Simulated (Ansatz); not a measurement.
BP:

```
CELL_PARAMETERS angstrom
0.00000 2.26900 2.26900
2.26900 0.00000 2.26900
2.26900 2.26900 0.00000
ATOMIC_POSITIONS crystal
P 0.75000 0.75000 0.75000
B 0.00000 0.00000 0.00000
```

```yaml
Program: Ansatz 0.2.0
Task: relaxation of cell and atoms
Functional: BLYP
Dispersion: D4
Potentials_or_basis: all-electron LAPW, scalar-relativistic
Basis_error_allowed: 0.001 eV/atom
k_mesh: 10 × 10 × 10
Occupations: fermi-dirac, width 0.05 eV
Spin: no spin polarisation
```

At the start: volume 11.68 Å³/atom.

Q: Where does the relaxation end?

A: Over 5 steps the energy falls by 3.4 meV/atom and the volume is 11.40 Å³/atom (-2.4 %); space group F-43m (No. 216, to 0.05 Å).

The path:
```tsv
step	energy change (eV)	largest force (eV/Å)	volume (Å³)
1	0.0000	0.0000	23.36
2	-0.0052	0.0000	23.07
3	-0.0067	0.0000	22.80
4	-0.0067	0.0000	22.81
5	-0.0067	0.0000	22.81
```

Final structure:
```yaml
crystal:
  lattice:
    - [0.00000, 2.25092, 2.25092]
    - [2.25092, 0.00000, 2.25092]
    - [2.25092, 2.25092, 0.00000]
  atoms:
    - { symbol: P, position: [0.75000, 0.75000, 0.75000] }
    - { symbol: B, position: [0.00000, 0.00000, 0.00000] }
```
